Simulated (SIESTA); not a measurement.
C, 2 atoms in the cell. Symmetry: Fd-3m, No. 227, cubic system. The conventional cell has a = 3.567 Å, b = 3.567 Å, c = 3.567 Å, α = 90.00°, β = 90.00°, γ = 90.00°. Around C (site symmetry -43m) lie 4 C at 1.54 Å. This isn't the form of C at room conditions, which is graphite.

* Program: SIESTA 5.4.2
* Task: band structure
* Functional: VV10
* Potentials or basis: PseudoDojo 0.4 standard (PBE files)
* Basis: DZP (energy shift 0.002 Ry)
* Grid cutoff: 500 Ry
* Energy shift: 0.002 Ry
* k mesh: 13 × 13 × 13
* Occupations: fermi-dirac, width 0.05 eV
* Spin: no spin polarisation

Potentials or basis: PseudoDojo 0.4 standard (PBE files), DZP (energy shift 0.002 Ry).

Run with:

```console
$ siesta < C.fdf > C.out 2>&1
```

Hardware: 1 thread of Arm Neoverse V2, with other jobs on the host.

Question: How long does it take, and how much memory?

Answer: Run time: 49 s on 1 thread of Arm Neoverse V2, on a shared host, peak memory 0.26 GiB. Counts: scf iterations 7, k points 1099, bands 26.
